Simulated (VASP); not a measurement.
**HfO2 in VASP: one cell, several levels of theory**

Fluorite HfO2, under -3.0 % equal strain in all directions is computed at one geometry. Runs: PBE, r2SCAN. The results are then set beside those of Ansatz 0.2.0 for the same cell.

Program: VASP 6.6.1. PAW datasets, plane waves. Spin-unpolarised throughout; all numbers are computed.

## Step 1: Starting point

The cell comes from an earlier relaxation with r2SCAN in another program.

The symmetry is Fm-3m (No. 225, cubic); conventional cell a = 4.907 Å, 9.84 Å³ an atom. Hf has 8 O at 2.12 Å; O has 4 Hf at 2.12 Å.

Structure file:

```xyz
3
Lattice="0.0000 2.4533 2.4533 2.4533 0.0000 2.4533 2.4533 2.4533 0.0000" Properties=species:S:1:pos:R:3 pbc="T T T"
Hf    0.0000    0.0000    0.0000
O     1.2267    1.2267    1.2267
O     3.6800    3.6800    3.6800
```

## Step 2: PBE at this geometry

The input, INCAR:

```
ENCUT = 520.000000
SIGMA = 0.020000
EDIFF = 1.00e-07
GGA = PE
PREC = Accurate
IBRION = -1
ISIF = 2
ISMEAR = -1
NBANDS = 18
NELM = 120
NSW = 0
LASPH = .TRUE.
LCHARG = .FALSE.
LWAVE = .FALSE.
LREAL = .FALSE.
```

The input, KPOINTS:

```
KPOINTS created by Atomic Simulation Environment
0
Gamma
8 8 8
0 0 0
```

The input, KPOINTS_OPT:

```
special points
7
Reciprocal
0.0000000000 0.0000000000 0.0000000000 1
0.5000000000 0.0000000000 0.5000000000 1
0.6250000000 0.2500000000 0.6250000000 1
0.3750000000 0.3750000000 0.7500000000 1
0.5000000000 0.5000000000 0.5000000000 1
0.5000000000 0.2500000000 0.7500000000 1
0.0000000000 0.5000000000 0.5000000000 1
```

The input, POSCAR:

```
Hf O
 1.0000000000000000
     0.0000000000000000    2.4533068497000001    2.4533068497000001
     2.4533068497000001    0.0000000000000000    2.4533068497000001
     2.4533068497000001    2.4533068497000001    0.0000000000000000
 Hf  O
   1   2
Cartesian
  0.0000000000000000  0.0000000000000000  0.0000000000000000
  1.2266534248500001  1.2266534248500001  1.2266534248500001
  3.6799602745500000  3.6799602745500000  3.6799602745500000
```

The run uses the recommended PBE PAW datasets (22 valence electrons a neutral cell).

Launch:

```
$ mpirun -np 1 vasp_std
```

Standard output, without the iteration lines:

```text
POSCAR found type information on POSCAR HfO
 POSCAR found :  2 types and       3 ions
 LDA part: xc-table for (Slater+PW92), standard interpolation
 POSCAR, INCAR and KPOINTS ok, starting setup
 FFT: planning ... GRIDC
 FFT: planning ... GRID_SOFT
 FFT: planning ... GRID
 WAVECAR not read
 entering main loop
 Start KPOINTS_OPT (optional k-point list driver)
k-point batch [1-7\7]
```

OSZICAR:

```text
N       E                     dE             d eps       ncg     rms          rms(c)
DAV:   1     0.960002277041E+02    0.96000E+02   -0.12655E+04  1044   0.122E+03
DAV:   2    -0.316572160976E+02   -0.12766E+03   -0.12515E+03  1386   0.300E+02
DAV:   3    -0.355883375119E+02   -0.39311E+01   -0.39195E+01  1176   0.463E+01
DAV:   4    -0.356090585441E+02   -0.20721E-01   -0.20716E-01  1274   0.379E+00
DAV:   5    -0.356091893044E+02   -0.13076E-03   -0.13076E-03  1188   0.276E-01    0.593E+01
DAV:   6    -0.300450482821E+02    0.55641E+01   -0.18601E+01  1076   0.332E+01    0.486E+01
DAV:   7    -0.299888267758E+02    0.56222E-01   -0.62760E-01  1212   0.659E+00    0.310E+01
DAV:   8    -0.299795093767E+02    0.93174E-02   -0.15029E-01  1178   0.370E+00    0.798E+00
DAV:   9    -0.299680419413E+02    0.11467E-01   -0.44647E-02  1178   0.165E+00    0.240E+00
DAV:  10    -0.299679880803E+02    0.53861E-04   -0.28161E-03  1142   0.421E-01    0.170E-01
DAV:  11    -0.299680346488E+02   -0.46569E-04   -0.13834E-04  1178   0.105E-01    0.214E-01
DAV:  12    -0.299680381870E+02   -0.35382E-05   -0.28454E-05  1126   0.373E-02    0.296E-02
DAV:  13    -0.299680391012E+02   -0.91420E-06   -0.14552E-06  1218   0.980E-03    0.490E-03
DAV:  14    -0.299680393217E+02   -0.22050E-06   -0.75114E-08   966   0.222E-03    0.448E-03
DAV:  15    -0.299680392931E+02    0.28548E-07   -0.89353E-09   744   0.802E-04
   1 F= -.29968039E+02 E0= -.29968039E+02  d E =-.236456E-11
       N       E                     dE             ncg
DAV:   1     0.678858214196E+03   -0.61357E+04      252
DAV:   2    -0.127334659531E+03   -0.80619E+03      346
DAV:   3    -0.151321351687E+03   -0.23987E+02      294
DAV:   4    -0.151457541949E+03   -0.13619E+00      318
DAV:   5    -0.151458443008E+03   -0.90106E-03      290
DAV:   6    -0.151458450919E+03   -0.79113E-05      296
DAV:   7    -0.151458451000E+03   -0.81130E-07      292
```

The lines after F= are the extra pass for the points of KPOINTS_OPT, at fixed density; their E is not a total energy.

From OUTCAR:

```text
k-points           NKPTS =     29   k-points in BZ     NKDIM =     29   number of bands    NBANDS=     18

   NELECT =      22.0000    total number of electrons

   dimension x,y,z NGX =    28 NGY =   28 NGZ =   28
   dimension x,y,z NGXF=    56 NGYF=   56 NGZF=   56

  energy-cutoff  :      520.00
  volume of cell :       29.53
      direct lattice vectors                 reciprocal lattice vectors
     0.000000000  2.453306850  2.453306850    -0.203806548  0.203806548  0.203806548
     2.453306850  0.000000000  2.453306850     0.203806548 -0.203806548  0.203806548
     2.453306850  2.453306850  0.000000000     0.203806548  0.203806548 -0.203806548

 k-points in reciprocal lattice and weights: KPOINTS created by Atomic Simulation Env
   0.00000000  0.00000000  0.00000000       0.002
   0.12500000  0.00000000  0.00000000       0.016
   0.25000000  0.00000000  0.00000000       0.016
   0.37500000  0.00000000  0.00000000       0.016
   0.50000000  0.00000000  0.00000000       0.008
   0.12500000  0.12500000  0.00000000       0.012
   0.25000000  0.12500000  0.00000000       0.047
   0.37500000  0.12500000  0.00000000       0.047
[... 21 more k-points ...]

 E-fermi :   5.5864

 k-point     1 :       0.0000    0.0000    0.0000
  band No.  band energies     occupation
      1     -24.0889      2.00000
      2     -24.0889      2.00000
      3     -24.0889      2.00000
      4     -14.2136      2.00000
      5     -10.6684      2.00000
      6      -0.8237      2.00000
      7      -0.8237      2.00000
      8      -0.8237      2.00000
      9       4.4993      2.00000
     10       4.4994      2.00000
     11       4.4994      2.00000
     12       9.2606      0.00000
     13       9.2606      0.00000
     14      11.7863      0.00000
     15      16.8746      0.00000
     16      16.8746      0.00000
     17      16.8746      0.00000
     18      19.2279      0.00000

 k-point     2 :       0.1250    0.0000    0.0000
  band No.  band energies     occupation
      1     -24.1989      2.00000
      2     -24.1002      2.00000
      3     -24.1002      2.00000
      4     -13.9458      2.00000
      5     -10.8834      2.00000
      6      -0.6530      2.00000
      7      -0.6530      2.00000
      8      -0.3214      2.00000
      9       4.0392      2.00000
     10       4.1740      2.00000
     11       4.1740      2.00000
     12       9.6158      0.00000
     13       9.6158      0.00000
     14      12.3812      0.00000
     15      16.0190      0.00000
     16      16.5416      0.00000
     17      16.5416      0.00000
     18      19.2163      0.00000

 k-point     3 :       0.2500    0.0000    0.0000
  band No.  band energies     occupation
      1     -24.4482      2.00000
      2     -24.1272      2.00000
      3     -24.1272      2.00000
      4     -13.3392      2.00000
      5     -11.2787      2.00000
      6      -0.2368      2.00000
      7      -0.2368      2.00000
      8       0.8210      2.00000
      9       3.1096      2.00000
     10       3.6053      2.00000
     11       3.6053      2.00000
     12      10.1414      0.00000
     13      10.1414      0.00000
     14      12.8590      0.00000
     15      15.4712      0.00000
     16      15.9682      0.00000
     17      15.9682      0.00000
     18      18.8983      0.00000

 k-point     4 :       0.3750    0.0000    0.0000
  band No.  band energies     occupation
      1     -24.6782      2.00000
      2     -24.1540      2.00000
      3     -24.1540      2.00000
      4     -12.9084      2.00000
      5     -11.3890      2.00000
      6       0.1626      2.00000
      7       0.1626      2.00000
      8       1.8410      2.00000
      9       2.2977      2.00000
     10       3.2764      2.00000
     11       3.2764      2.00000
     12      10.2256      0.00000
     13      10.2256      0.00000
     14      12.6779      0.00000
     15      15.4544      0.00000
     16      15.6765      0.00000
     17      15.6765      0.00000
     18      18.6900      0.00000

[... the tables of k-points 5 to 29 left out ...]

  Total        5.7343168      5.7343168      5.7343168     -0.0000000      0.0000000      0.0000000
  in kB      311.1047584    311.1047584    311.1047584     -0.0000000      0.0000000      0.0000000
  external PRESSURE =     311.1047584 kB  Pullay stress =       0.0000000 kB

 POSITION                                       TOTAL-FORCE (eV/Angst)
 -----------------------------------------------------------------------------------
      0.00000      0.00000      0.00000         0.000000     -0.000000     -0.000000
      1.22665      1.22665      1.22665         0.000000      0.000000      0.000000
      3.67996      3.67996      3.67996        -0.000000     -0.000000     -0.000000
 -----------------------------------------------------------------------------------
    total drift:                                0.000000      0.000000      0.000000

  FREE ENERGIE OF THE ION-ELECTRON SYSTEM (eV)
  ---------------------------------------------------
  free  energy   TOTEN  =       -29.9680392931 eV

  energy  without entropy=      -29.9680392931  energy(sigma->0) =      -29.96803929
```

Hardware: 1 MPI rank of Intel Xeon Platinum 8488C, shared host.

The levels at the points of KPOINTS_OPT are read from vasprun.xml.

Near the gap, in eV above the top of the last filled band v; c is the band after it:

| point | v−1 | v | c | c+1 |
| --- | --- | --- | --- | --- |
| Γ | -0.66 | -0.66 | 4.11 | 4.11 |
| X | -1.70 | 0.00 | 4.07 | 6.04 |
| U | -1.40 | -0.38 | 4.66 | 5.96 |
| K | -1.40 | -0.38 | 4.66 | 5.96 |
| L | -1.94 | -1.94 | 4.97 | 4.97 |
| W | -1.54 | -0.24 | 5.22 | 5.64 |

PBE gives a direct gap of 4.07 eV at X. The pressure is 31.11 GPa; the forces vanish within 0.01 eV/Å.

## Step 3: Single point with r2SCAN

The input, INCAR:

```
ENCUT = 520.000000
SIGMA = 0.010000
EDIFF = 1.00e-07
ALGO = Normal
METAGGA = R2SCAN
PREC = Accurate
IBRION = -1
ISIF = 2
ISMEAR = 0
NBANDS = 18
NELM = 120
NSW = 0
LASPH = .TRUE.
LCHARG = .FALSE.
LWAVE = .FALSE.
LREAL = .FALSE.
```

KPOINTS is that of step 2.

KPOINTS_OPT is that of step 2.

POSCAR is that of step 2.

Launch:

```
$ mpirun -np 1 vasp_std
```

Printed to the terminal (iteration lines stand in OSZICAR):

```text
POSCAR found type information on POSCAR HfO
 POSCAR found :  2 types and       3 ions
 -----------------------------------------------------------------------------
|                                                                             |
|                                                                             |
|     You enforced a specific xc type in the INCAR file but a different       |
|     I HOPE YOU KNOW WHAT YOU ARE DOING!                                     |
|                                                                             |
 -----------------------------------------------------------------------------

 LDA part: xc-table for (None), standard interpolation
 POSCAR, INCAR and KPOINTS ok, starting setup
 FFT: planning ... GRIDC
 FFT: planning ... GRID_SOFT
 FFT: planning ... GRID
 WAVECAR not read
 entering main loop
 Start KPOINTS_OPT (optional k-point list driver)
k-point batch [1-7\7]
```

OSZICAR:

```text
N       E                     dE             d eps       ncg     rms          rms(c)
DAV:   1     0.550145271304E+02    0.55015E+02   -0.12982E+04  1044   0.125E+03
DAV:   2    -0.761419584147E+02   -0.13116E+03   -0.12849E+03  1360   0.308E+02
DAV:   3    -0.802160575408E+02   -0.40741E+01   -0.40599E+01  1190   0.479E+01
DAV:   4    -0.802383491739E+02   -0.22292E-01   -0.22286E-01  1286   0.397E+00
DAV:   5    -0.802385034396E+02   -0.15427E-03   -0.15425E-03  1210   0.299E-01    0.635E+01
DAV:   6    -0.681897575815E+02    0.12049E+02   -0.11440E+01  1076   0.288E+01    0.458E+01
DAV:   7    -0.683999311474E+02   -0.21017E+00   -0.21802E+00  1264   0.109E+01    0.269E+01
DAV:   8    -0.684780631768E+02   -0.78132E-01   -0.12015E+00  1082   0.813E+00    0.144E+01
DAV:   9    -0.683772518446E+02    0.10081E+00   -0.56267E-01  1108   0.524E+00    0.205E+00
DAV:  10    -0.683760163710E+02    0.12355E-02   -0.31935E-02  1192   0.111E+00    0.929E-01
DAV:  11    -0.683761076831E+02   -0.91312E-04   -0.17119E-03  1144   0.299E-01    0.247E-01
DAV:  12    -0.683760899415E+02    0.17742E-04   -0.56815E-05  1142   0.620E-02    0.104E-01
DAV:  13    -0.683760889407E+02    0.10008E-05   -0.45017E-06  1132   0.174E-02    0.177E-02
DAV:  14    -0.683760895646E+02   -0.62393E-06   -0.12054E-06  1264   0.684E-03    0.132E-03
DAV:  15    -0.683760893555E+02    0.20913E-06   -0.17360E-08   632   0.111E-03    0.971E-04
DAV:  16    -0.683760892376E+02    0.11783E-06   -0.25332E-09   584   0.474E-04    0.439E-04
DAV:  17    -0.683760892385E+02   -0.84583E-09   -0.16779E-09   558   0.300E-04
   1 F= -.68376089E+02 E0= -.68376089E+02  d E =-.221289E-38
       N       E                     dE             ncg
DAV:   1     0.582827889341E+03   -0.62317E+04      252
DAV:   2    -0.257186540743E+03   -0.84001E+03      330
DAV:   3    -0.282938465785E+03   -0.25752E+02      304
DAV:   4    -0.283082219599E+03   -0.14375E+00      330
DAV:   5    -0.283083000382E+03   -0.78078E-03      284
DAV:   6    -0.283083007564E+03   -0.71821E-05      312
DAV:   7    -0.283083007647E+03   -0.83332E-07      306
```

Parts of OUTCAR:

```text
k-points           NKPTS =     29   k-points in BZ     NKDIM =     29   number of bands    NBANDS=     18

   NELECT =      22.0000    total number of electrons

   dimension x,y,z NGX =    28 NGY =   28 NGZ =   28
   dimension x,y,z NGXF=    56 NGYF=   56 NGZF=   56

  energy-cutoff  :      520.00
  volume of cell :       29.53
      direct lattice vectors                 reciprocal lattice vectors
     0.000000000  2.453306850  2.453306850    -0.203806548  0.203806548  0.203806548
     2.453306850  0.000000000  2.453306850     0.203806548 -0.203806548  0.203806548
     2.453306850  2.453306850  0.000000000     0.203806548  0.203806548 -0.203806548

 k-points in reciprocal lattice and weights: KPOINTS created by Atomic Simulation Env
   0.00000000  0.00000000  0.00000000       0.002
   0.12500000  0.00000000  0.00000000       0.016
   0.25000000  0.00000000  0.00000000       0.016
   0.37500000  0.00000000  0.00000000       0.016
   0.50000000  0.00000000  0.00000000       0.008
   0.12500000  0.12500000  0.00000000       0.012
   0.25000000  0.12500000  0.00000000       0.047
   0.37500000  0.12500000  0.00000000       0.047
[... 21 more k-points ...]

 E-fermi :   4.8682

 k-point     1 :       0.0000    0.0000    0.0000
  band No.  band energies     occupation
      1     -25.4073      2.00000
      2     -25.4073      2.00000
      3     -25.4073      2.00000
      4     -15.5885      2.00000
      5     -12.0797      2.00000
      6      -1.3119      2.00000
      7      -1.3119      2.00000
      8      -1.3119      2.00000
      9       4.0935      2.00000
     10       4.0935      2.00000
     11       4.0935      2.00000
     12       9.4342      0.00000
     13       9.4342      0.00000
     14      12.0620      0.00000
     15      17.1118      0.00000
     16      17.1118      0.00000
     17      17.1118      0.00000
     18      18.1159      0.00000

 k-point     2 :       0.1250    0.0000    0.0000
  band No.  band energies     occupation
      1     -25.5207      2.00000
      2     -25.4185      2.00000
      3     -25.4185      2.00000
      4     -15.3191      2.00000
      5     -12.2902      2.00000
      6      -1.1383      2.00000
      7      -1.1383      2.00000
      8      -0.8093      2.00000
      9       3.6383      2.00000
     10       3.7796      2.00000
     11       3.7796      2.00000
     12       9.7739      0.00000
     13       9.7739      0.00000
     14      12.6430      0.00000
     15      16.2370      0.00000
     16      16.7656      0.00000
     17      16.7656      0.00000
     18      18.1155      0.00000

 k-point     3 :       0.2500    0.0000    0.0000
  band No.  band energies     occupation
      1     -25.7771      2.00000
      2     -25.4454      2.00000
      3     -25.4454      2.00000
      4     -14.7126      2.00000
      5     -12.6802      2.00000
      6      -0.7121      2.00000
      7      -0.7121      2.00000
      8       0.3402      2.00000
      9       2.7077      2.00000
     10       3.2103      2.00000
     11       3.2103      2.00000
     12      10.2826      0.00000
     13      10.2826      0.00000
     14      13.0227      0.00000
     15      15.7658      0.00000
     16      16.1795      0.00000
     17      16.1795      0.00000
     18      18.1137      0.00000

 k-point     4 :       0.3750    0.0000    0.0000
  band No.  band energies     occupation
      1     -26.0131      2.00000
      2     -25.4720      2.00000
      3     -25.4720      2.00000
      4     -14.2916      2.00000
      5     -12.7863      2.00000
      6      -0.2947      2.00000
      7      -0.2947      2.00000
      8       1.3739      2.00000
      9       1.8912      2.00000
     10       2.8545      2.00000
     11       2.8545      2.00000
     12      10.3610      0.00000
     13      10.3610      0.00000
     14      12.8153      0.00000
     15      15.7052      0.00000
     16      15.8932      0.00000
     17      15.8932      0.00000
     18      18.1102      0.00000

[... the tables of k-points 5 to 29 left out ...]

  Total        4.6280510      4.6280510      4.6280510      0.0000000      0.0000000     -0.0000000
  in kB      251.0863542    251.0863542    251.0863542      0.0000000      0.0000000     -0.0000000
  external PRESSURE =     251.0863542 kB  Pullay stress =       0.0000000 kB

 POSITION                                       TOTAL-FORCE (eV/Angst)
 -----------------------------------------------------------------------------------
      0.00000      0.00000      0.00000         0.000000     -0.000000      0.000000
      1.22665      1.22665      1.22665        -0.000000     -0.000000     -0.000000
      3.67996      3.67996      3.67996         0.000000      0.000000      0.000000
 -----------------------------------------------------------------------------------
    total drift:                                0.000000      0.000000      0.000000

  FREE ENERGIE OF THE ION-ELECTRON SYSTEM (eV)
  ---------------------------------------------------
  free  energy   TOTEN  =       -68.3760892385 eV

  energy  without entropy=      -68.3760892385  energy(sigma->0) =      -68.37608924
```

Hardware: 1 MPI rank of Intel Xeon Platinum 8488C, shared host.

The levels at the points of KPOINTS_OPT are read from vasprun.xml.

Near the gap, in eV above the top of the last filled band v; c is the band after it:

| point | v−1 | v | c | c+1 |
| --- | --- | --- | --- | --- |
| Γ | -0.69 | -0.69 | 4.65 | 4.65 |
| X | -1.73 | 0.00 | 4.58 | 6.57 |
| U | -1.44 | -0.39 | 5.15 | 6.48 |
| K | -1.44 | -0.39 | 5.15 | 6.48 |
| L | -2.00 | -2.00 | 5.48 | 5.48 |
| W | -1.56 | -0.25 | 5.70 | 6.18 |

The r2SCAN gap is 4.58 eV, direct at X. The pressure is 25.11 GPa; the forces vanish within 0.01 eV/Å.

## Step 4: What came out

| level | gap (eV) | pressure (GPa) | Ansatz: gap (eV) | Ansatz: pressure (GPa) |
| --- | --- | --- | --- | --- |
| PBE | 4.07 | 31.11 | 4.02 | 35.83 |
| r2SCAN | 4.58 | 25.11 | 4.54 | 29.95 |

What this shows: The gap runs from 4.07 eV (PBE) to 4.58 eV (r2SCAN). Spin-orbit coupling is left out, though the cell holds Hf (Z = 72); in an element this heavy it can shift bands and gaps by tenths of an eV. The pressure is highest with PBE (31.1 GPa) and lowest with r2SCAN (25.1 GPa), which orders the cells that they would relax to. The two programs agree on the gap within 0.06 eV, far less than the spread between functionals. Each program uses its own PAW datasets and cutoff. VASP's cell holds 22 valence electrons and Ansatz's 38.
